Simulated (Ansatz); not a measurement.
**P (puckered monolayer): the PBE gap against the k mesh of the density**

Wanted: the cheapest k mesh of the density that holds the PBE gap of P (puckered monolayer).

Main program and level: Ansatz 0.2.0; DFT, PBE, plane waves, PAW.

### Step 1. The starting structure

The cell holds 4 atoms: 4 P. Cell: a = 4.612 Å, b = 3.309 Å, c = 27.820 Å, α = 90.0°, β = 90.0°, γ = 90.0°. Vacuum lies along c.

The structure was relaxed with PBE. The runs that relaxed it are not among those shown. The default PAW set here is soft_2. Its files were made with PBE. The Coulomb interaction is cut off across the vacuum.

### Step 2. k mesh of the density: 2×2×1

input.yaml reads:

```yaml
crystal:
  lattice:
    - [4.6116223839, 0.0, 0.0]
    - [0.0, 3.3094050355, 0.0]
    - [0.0, 0.0, 27.8195791164]
  atoms:
    - { symbol: P, position: [0.0885669143, 0.0, 0.3793638828] }
    - { symbol: P, position: [0.4114330857, 0.5, 0.3793638828] }
    - { symbol: P, position: [0.5885669143, 0.5, 0.3036083477] }
    - { symbol: P, position: [0.9114330857, 0.0, 0.3036083477] }
  periodic: [true, true, false]
kpoints:
  mp_grid: { grid: [2, 2, 1] }
  band_path:
    path: [[0.0, 0.0, 0.0], [0.5, 0.0, 0.0], [0.5, 0.5, 0.0], [0.0, 0.5, 0.0]]
    npoints: 1
hamiltonian:
  xc: pbe
scf:
  occupations: { method: fixed }
  n_extra_bands: 5
output:
  eigenvalues: true
  forces: true
  stress: true
  write_density: true
  write_potential: true
  elf: true
  volumetric_format: npy
```

On the command line:

```
ansatz run input.yaml --threads 2 --pin off --max-ram 92160MiB --backend cuda --events-out ev --progress --plain --runs-dir out --devices 1 --max-vram 13GiB  # rebuilt from the run's record
```

Numbers of over 12 decimals in the logs are rounded to 6 here.

Output:

```text
scf.n_extra_bands = 5 over 10 filled bands (N_el = 20.0): the run solves 15 bands
GPUs: using 1 of 1 available (devices: 1).
Engine: ansatz 0.2.0, x86_64-unknown-linux-gnu
Pseudopotentials: kind: paw
Pseudopotential: P, paw, valence charge 5, recommended cutoff 420 eV (normal), P.paw.azcp
Functional definition: PBE
  parameter kappa = 0.804
  parameter beta = 0.066725
  exchange = pbe_x(kappa = kappa, mu = beta*pi^2/3)
  correlation = pbe_c(beta = beta)
device memory: the entry about to start is reckoned to put 2.1 GiB on a device that reports 44.0 GiB free (of which the cap on the GPU budget leaves the run 13.0 GiB)
GPU FFT provider: cuFFT
GPU libraries: cuBLAS 13.8.2, cuFFT 12.4.0, cuSOLVER 12.3.4
Crystal: 4 atoms, lattice volume = 424.575 Å³
Basis set: ecut = 420 eV, 8373 PW (Γ), exchange–correlation on 64×48×384 points (8 copies of the dense FFT grid, shifted against one another)
Bands: 15, of which v1, the nominal top of the filled ones, is band 10 counted from 1 (9 counted from 0)
Symmetry: 8 space group operations
Space group: Pmna (ITA 53), of the structure as read, at distance tolerance 7.5e-5 Å
k-points: 4
Non-local potential: P, projectors of the file, l = 0: 2, l = 1: 2, l = 2: 2
PAW form: soft (Blöchl's): semilocal exchange-correlation on the pseudo side does not see the compensation charge
PAW one-centre angular grid: P, 110 points (default); XC on 64 Gauss nodes
Initial density: superposition of atomic densities (neutral atoms: chi_scale 0, normalization atom), corrected by the library's trained network
Initial wavefunctions: pseudopotential atomic-orbital guess
GPU buffer pool allocated for 147456 grid points (all kernels)
GPU transforms: local potential and band sums: pruned to the plane-wave sphere, on 32×24×192
Functional: x = pbe(κ = 0.804, μ = 0.219515), c = pbe(β = 0.066725)
SCF iter   1: F=—  HF=-3021.521799 eV  |F-HF|=—  |Δ(HF+E_count)|=         —  Δρ=3.18e-3  dr2=4.03e-2  ethr=1.77e-3  ⟨swp⟩=7.8  Hψ=427  notcnv=0  defer=12
preconditioner: auto → Resta (q_TF=auto, 1.640 Å⁻¹)  ε∞=1.8  [insulator: Δε(μ)=0.899 eV  Ē_g=8.877 eV  n_scr=32 (ndim 8)  ℏωp=8.1 eV  f_vac=0.760  ε∞_Penn≈1.8  vacuum switching on, ρ_ref=5.7e-3 e/Å³]
SCF iter   2: F=—  HF=-3021.515337 eV  |F-HF|=—  |Δ(HF+E_count)|=   6.46e-3  Δρ=1.62e-3  dr2=6.86e-3  ethr=2.02e-4  ⟨swp⟩=3.2  Hψ=144  notcnv=0  defer=12
SCF iter   3: F=—  HF=-3021.515252 eV  |F-HF|=—  |Δ(HF+E_count)|=   8.54e-5  Δρ=4.09e-4  dr2=6.96e-4  ethr=3.43e-5  ⟨swp⟩=2.5  Hψ=90  notcnv=0  defer=12
SCF iter   4: F=—  HF=-3021.515275 eV  |F-HF|=—  |Δ(HF+E_count)|=   2.37e-5  Δρ=5.78e-5  dr2=1.19e-5  ethr=3.48e-6  ⟨swp⟩=2.0  Hψ=100  notcnv=0  defer=12
SCF iter   5: F=—  HF=-3021.515284 eV  |F-HF|=—  |Δ(HF+E_count)|=   8.10e-6  Δρ=1.41e-5  dr2=1.70e-6  ethr=5.95e-8  ⟨swp⟩=3.5  Hψ=136  notcnv=0  defer=12
SCF iter   6: F=-3021.515284 eV  HF=-3021.515284 eV  |F-HF|=2.64e-8  |Δ(HF+E_count)|=   4.44e-7  Δρ=2.71e-6  dr2=3.98e-8  ethr=5.00e-10  ⟨swp⟩=23.8  Hψ=867  notcnv=0
SCF 1 converged in 6 iterations: F = -3021.515284 eV  dr2 = 3.98e-8
[...]
device memory: the entry about to start is reckoned to put 1.4 GiB on a device that reports 47.9 GiB free (of which the cap on the GPU budget leaves the run 13.0 GiB)
NSCF: frozen V_eff on 4 k-points
SCF converged after 6 iterations
Free energy (F): -3021.515284 eV
Harris-Foulkes:  -3021.515284 eV  (|F-HF|=2.64e-8)
Internal energy: -3021.515284 eV  (E = F + TS)
E sigma→0 (E₀):  -3021.515284 eV
Fermi energy:    -4.917815 eV
--- Per-component energies (eV) ---
  E_band       = -219.621093
  E_kinetic    = 280.867659
  E_local      = -13497.913044  (includes V_loc(G=0)·N_el)
  E_nonlocal   = 135.517977
  E_hartree    = 6566.544955
  E_xc         = -244.607736
  E_vxc        = -241.107320  (∫ρ·V_xc dr)
  E_paw        = -2277.292108  (= ΣΔE_a)
  E_vpaw       = -30.085306  (= ΣTr[D̂ρ^β])
  E_aug_tail   = 0.000012  (compensation charges beyond the density's cutoff)
  E_ewald      = 6015.367001
  E_smearing   = -0.000000  (= −TS)
  E_closure    = 0.000000  (closes the sum)
  Σ components = -3021.515284   (vs F -3021.515284, Δ=0.00e0)
--- Forces (eV/Å), atoms counted from 1 ---
  atom   1  P     -0.43267520     0.00000000    -0.68340627
  atom   2  P      0.43267520    -0.00000000    -0.68340627
  atom   3  P     -0.43267520    -0.00000000     0.68340627
  atom   4  P      0.43267520     0.00000000     0.68340627
  max |Σ_I F_I| component: 2.22e-16 eV/Å
--- 2D stress c σ (N/m, compression-positive) ---
       -0.211330      -0.000000       0.000000
       -0.000000       6.415419       0.000000
        0.000000       0.000000       0.000000
  P = ½ c Tr σ = 3.1020 N/m
--- Band table (eV) ---
  k-point 0: bands = [... 6 lower, -8.2599, -6.6981, -6.5817, -4.9178, -4.0493, -3.3481, -2.3345, -1.5978, ... 1 higher]
  k-point 1: bands = [... 6 lower, -7.5988, -7.5988, -6.8705, -6.8705, -3.6762, -3.6762, -2.7644, -2.7644, ... 1 higher]
  k-point 2: bands = [... 6 lower, -7.4702, -7.4702, -6.1512, -6.1512, -2.9063, -2.9063, -1.3109, -1.3109, ... 1 higher]
  k-point 3: bands = [... 6 lower, -9.4722, -9.4722, -6.0480, -6.0480, -2.5560, -2.5560, -1.0550, -1.0550, ... 1 higher]
```

The job ended after 8 s (1 × NVIDIA H100 80GB HBM3 (shared by 6 runs) with 2 threads of AMD EPYC 7R13 (Zen 3), shared host; peak memory 1 GiB; 3.8 s of CPU time).

This step gave:

* gap: 0.8686 eV
* valence top at: Γ
* conduction bottom at: Γ
* least direct gap: 0.8686 eV

The gap is direct, at Γ.

### Step 3. k mesh of the density: 4×4×1

Changes to input.yaml since step 2:

```diff
@@ -12,3 +12,3 @@
 kpoints:
-  mp_grid: { grid: [2, 2, 1] }
+  mp_grid: { grid: [4, 4, 1] }
   band_path:
@@ -25,5 +25 @@
   stress: true
-  write_density: true
-  write_potential: true
-  elf: true
-  volumetric_format: npy
```

Output:

```text
[...]
GPUs: using 1 of 1 available (devices: 1).
[...]
GPU FFT provider: cuFFT
GPU libraries: cuBLAS 13.8.2, cuFFT 12.4.0, cuSOLVER 12.3.4
Crystal: 4 atoms, lattice volume = 424.575 Å³
Basis set: ecut = 420 eV, 8373 PW (Γ), exchange–correlation on 64×48×384 points (8 copies of the dense FFT grid, shifted against one another)
[...]
k-point 0: bands = [... 6 lower, -8.3795, -6.7946, -6.6766, -5.0273, -4.1308, -3.4355, -2.4178, -1.7456, ... 1 higher]
  k-point 1: bands = [... 6 lower, -8.8812, -8.1061, -6.6215, -5.4517, -3.7551, -3.4730, -1.6856, -1.5258, ... 1 higher]
  k-point 2: bands = [... 6 lower, -7.7194, -7.7194, -6.9663, -6.9663, -3.7924, -3.7924, -2.8712, -2.8712, ... 1 higher]
  k-point 8: bands = [... 6 lower, -9.5935, -9.5935, -6.1423, -6.1423, -2.6515, -2.6515, -1.1918, -1.1918, ... 1 higher]
[key lines of the parts left out:]
SCF converged after 6 iterations
Free energy (F): -3022.556574 eV
Fermi energy:    -5.027312 eV
P = ½ c Tr σ = 0.2682 N/m
```

Wall time 9.5 s (1 × NVIDIA H100 80GB HBM3 (shared by 6 runs) with 2 threads); peak memory 0.99 GiB; 4.5 s of CPU time.

This step gave:

```
gap                  : 0.8965 eV
valence top at       : Γ
conduction bottom at : Γ
least direct gap     : 0.8965 eV
```

The gap is 0.896 eV, +0.028 eV from the run before at this level.

### Step 4. k mesh of the density: 6×8×1 (the default)

input.yaml, the sections that differ from step 3:

```yaml
kpoints:
  mp_grid: { grid: [6, 8, 1] }
  band_path:
    path: [[0, 0, 0], [0.5, 0, 0], [0.5, 0.5, 0], [0, 0.5, 0], [0, 0, 0]]
    npoints: 10
scf:
  occupations: { method: fermi_dirac, width: 0.02 }
  n_extra_bands: 5
output:
  eigenvalues: true
  forces: true
  stress: true
  write_density: true
  write_potential: true
  elf: true
  volumetric_format: npy
# crystal, hamiltonian: as in step 3
```

Output:

```text
[...]
GPUs: using 1 of 1 available (devices: 1).
[...]
GPU FFT provider: cuFFT
GPU libraries: cuBLAS 13.8.2, cuFFT 12.4.0, cuSOLVER 12.3.4
Crystal: 4 atoms, lattice volume = 424.575 Å³
Basis set: ecut = 420 eV, 8373 PW (Γ), exchange–correlation on 64×48×384 points (8 copies of the dense FFT grid, shifted against one another)
[...]
k-point 0: bands = [... 6 lower, -8.3892, -6.8039, -6.6861, -5.0394, -4.1382, -3.4407, -2.4217, -1.7587, ... 1 higher]
  k-point 1: bands = [... 6 lower, -9.2867, -7.6654, -6.6216, -5.0931, -3.9664, -2.6408, -2.0207, -1.1905, ... 1 higher]
  k-point 2: bands = [... 6 lower, -8.8905, -8.1176, -6.6319, -5.4628, -3.7665, -3.4808, -1.6949, -1.5381, ... 1 higher]
  k-point 19: bands = [... 6 lower, -9.6055, -9.6055, -6.1528, -6.1528, -2.6590, -2.6590, -1.2036, -1.2036, ... 1 higher]
[key lines of the parts left out:]
SCF converged after 6 iterations
Free energy (F): -3022.652617 eV
Fermi energy:    -4.587547 eV
P = ½ c Tr σ = -0.0157 N/m
```

Run time: 16 s. Hardware: 1 × NVIDIA H100 80GB HBM3 (shared by 6 runs) with 2 threads; peak memory 1.1 GiB; 4.5 s of CPU time.

This step gave:

```
gap                  : 0.9012 eV
valence top at       : Γ
conduction bottom at : Γ
least direct gap     : 0.9012 eV
```

The gap is 0.901 eV, +0.005 eV from the run before at this level.

### Step 5. k mesh of the density: 8×10×1

input.yaml, the sections that differ from step 4:

```yaml
kpoints:
  mp_grid: { grid: [8, 10, 1] }
  band_path:
    path: [[0.0, 0.0, 0.0], [0.5, 0.0, 0.0], [0.5, 0.5, 0.0], [0.0, 0.5, 0.0]]
    npoints: 1
scf:
  occupations: { method: fixed }
  n_extra_bands: 5
# crystal, hamiltonian, output: as in step 4
```

Output:

```text
[...]
GPUs: using 1 of 1 available (devices: 1).
[...]
GPU FFT provider: cuFFT
GPU libraries: cuBLAS 13.8.2, cuFFT 12.4.0, cuSOLVER 12.3.4
Crystal: 4 atoms, lattice volume = 424.575 Å³
Basis set: ecut = 420 eV, 8373 PW (Γ), exchange–correlation on 64×48×384 points (8 copies of the dense FFT grid, shifted against one another)
[...]
k-point 1: bands = [... 6 lower, -9.0267, -7.4402, -6.6430, -5.0660, -4.0292, -2.4808, -2.3793, -1.5354, ... 1 higher]
  k-point 2: bands = [... 6 lower, -9.1090, -8.0878, -6.5881, -5.2669, -3.7076, -3.4064, -1.0678 (-1.0678°), -0.9377, ... 1 higher]
  k-point 29: bands = [... 6 lower, -9.6072, -9.6072, -6.1545, -6.1545, -2.6603, -2.6603, -1.2052, -1.2052, ... 1 higher]
  ° read free of the cell's end (the report's vacuum.weakly_bound_levels)
[key lines of the parts left out:]
SCF converged after 6 iterations
Free energy (F): -3022.655665 eV
Fermi energy:    -5.041153 eV
P = ½ c Tr σ = -0.0420 N/m
```

The job ended after 12 s (1 × NVIDIA H100 80GB HBM3 (shared by 6 runs) with 2 threads; peak memory 1.1 GiB).

This step gave:

* gap: 0.9016 eV
* valence top at: Γ
* conduction bottom at: Γ
* least direct gap: 0.9016 eV

The gap is 0.902 eV, as in the run before at this level.

### Step 6. The series

Differences are against the last row; a negative gap means that bands overlap, and a run with a band path holds that path's time. Times are wall times on 1 × NVIDIA H100 80GB HBM3 (shared by 6 runs) with 2 threads of AMD EPYC 7R13 (Zen 3), shared host, good to a factor of about two.

| k mesh of the density | gap (eV) | direct gap (eV) | gap error (eV) | energy error (meV/atom) | irreducible k | time |
| --- | --- | --- | --- | --- | --- | --- |
| 2×2×1 | 0.869 | 0.869 | −0.033 | +285.1 | 4 | 8 s |
| 4×4×1 | 0.896 | 0.896 | −0.005 | +24.8 | 9 | 9.5 s |
| 6×8×1 | 0.901 | 0.901 | −0.0004 | +0.8 | 20 | 16 s |
| 8×10×1 | 0.902 | 0.902 | +0.000 | +0.0 | 30 | 12 s |

### Step 7. Summary of results

```json
{
 "2×2×1": "0.869 eV",
 "4×4×1": "0.896 eV",
 "6×8×1": "0.901 eV",
 "8×10×1": "0.902 eV"
}
```

**Reading.** The gap holds to 0.02 eV from 4×4×1 on. At 2×2×1 the gap is off by −0.033 eV and the energy by +285 meV/atom. The gap is read over the mesh and added points near the edges, so meshes differ mainly through the density and, for a hybrid, the exchange operator.

[Paths, hosts, dates, memory and timing lines, banners, echoed tables and standing remarks are left out of the program output.]

[Logs are printed without paths, hosts, clocks, repeated set-up lines and the standing remarks that a program may print on its own settings, such as how far it seeks lower states.]

[Runs of the session that timed out or met a known fault of the program may be left out.]

[Cells called generated may have been cut or substituted from an entry of the Crystallography Open Database or the Materials Project.]

[Hosts, paths, dates, database ids (printed as entryN), source tags and the programs' standing remarks are cut or masked in the printed files.]
